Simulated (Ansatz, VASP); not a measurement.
This is a calculation of Cs for VASP 6.6.1.

The input INCAR:

```
SYSTEM = Cs
PREC = Accurate ; ENCUT = 520
EDIFF = 1E-6 ; ISMEAR = -1
SIGMA = 0.05 ; LREAL = .FALSE.
LASPH = .TRUE. ; NELM = 80
ALGO = Fast ; ISIF = 2
LWAVE = .FALSE. ; LCHARG = .TRUE.
GGA = PS ; LELF = .TRUE.
LVHAR = .TRUE. ; NBANDS = 10
```

Contents of KPOINTS:

```
regular mesh
0
G
  6 6 6
  0 0 0
```

Contents of POSCAR:

```
Cs
1.0
    0.0000000000      4.0257737477      4.0257737477
    4.0257737477      0.0000000000      4.0257737477
    4.0257737477      4.0257737477      0.0000000000
Cs
1
Direct
    0.0000000000      0.0000000000      0.0000000000
```

Potentials or basis: VASP PAW PBE potentials, release 64 (Cs_sv).

Command:

```console
$ cat potpaw_PBE.64/Cs_sv/POTCAR > POTCAR
$ mpirun -np 1 vasp_std > vasp.out
```

**Question.** Translate it to Ansatz 0.2.0. Potentials there: Ansatz PAW.

**Answer.** As run (the cutoff follows the program's own potentials):

input.yaml

```yaml
crystal:
  lattice:
    - [0.0, 4.0257737477, 4.0257737477]
    - [4.0257737477, 0.0, 4.0257737477]
    - [4.0257737477, 4.0257737477, 0.0]
  atoms:
    - { symbol: Cs, position: [0.0, 0.0, 0.0] }
hamiltonian:
  xc: pbesol
  pseudopotentials: { kind: paw }
kpoints:
  mp_grid: { grid: [6, 6, 6] }
scf:
  occupations: { method: fermi_dirac, width: 0.05 }
output:
  forces: true
  stress: true
  eigenvalues: true
```

Potentials or basis: Ansatz PAW.

Launch:

```bash
$ ansatz run input.yaml --threads 2 --pin off --max-ram 5632MiB --backend cpu --events-out ev --progress --plain --runs-dir out
```

Both were run:

|  | VASP | Ansatz | Ansatz less VASP |
| --- | --- | --- | --- |
| gap on the k mesh at the Fermi level (eV) | none | none | - |
| pressure (GPa) | -0.3 | -0.3 | +0.01 |

A gap of «none» marks a metal or a gap that the smearing closes.

Caveats: the PAW data sets were made with another functional, which shifts forces and pressure a little (VASP); the PAW data sets come from PBE, with cores solved anew for the run's functional, which leaves a small shift of forces and pressure (Ansatz). Spin-orbit coupling is left out, which matters for the levels of Cs.
